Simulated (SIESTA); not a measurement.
# Ge under changes of volume

One of the cells (23.290 Å³/atom); the others are scaled copies at fixed shape and fractional positions:

```
Ge
1.0
     4.02406    0.00000    0.00000
    -2.01203    3.48494    0.00000
     0.00000    0.00000    6.64308
Ge
4
Cartesian
  0.0000 2.3233 6.2252
  2.0120 1.1616 2.9037
  0.0000 2.3233 3.7394
  2.0120 1.1616 0.4179
```

This isn't the form of Ge at room conditions, which is diamond.

- Program: SIESTA 5.4.2
- Functional: PBE
- Potentials or basis: PseudoDojo 0.4 standard (PBE files)
- Basis: DZP (energy shift 0.002 Ry)
- Grid cutoff: 800 Ry
- Energy shift: 0.002 Ry
- k mesh: 8 × 8 × 4
- Occupations: fermi-dirac, width 0.05 eV
- Spin: no spin polarisation

```csv
volume (Å³/atom),energy over the lowest point (meV/atom),pressure (GPa),largest force (eV/Å)
21.463,?,?,?
21.920,82.99,9.6,0.035
22.377,58.01,8.1,0.010
23.290,20.31,5.0,0.041
23.747,8.04,3.6,0.015
24.203,0.00,2.3,0.010
```

Problem. What does the run at 21.463 Å³/atom give?

Solution. Energy over the lowest point 113.26 meV/atom; pressure 11.7 GPa; largest force 0.072 eV/Å.

Worked out: A Birch-Murnaghan fit of order 3 (a polynomial in V^(-2/3)) to the other rows has its minimum at 24.81 Å³/atom, just outside them, with B0 = V·E''(V) = 83 GPa (rough, since the energies scatter) at fixed shape and positions, which overstates the stiffness. It gives 111.82 meV/atom at 21.463 Å³/atom, against the run's 113.26, and -dE/dV = 10.7 GPa, against 11.7.

Energies are extrapolated to zero smearing.

Caveats: semicore shells carry a single zeta, which can move pressures by several GPa and volumes by a few percent; the basis of atomic orbitals isn't converged, which shifts pressures, moduli and gaps.
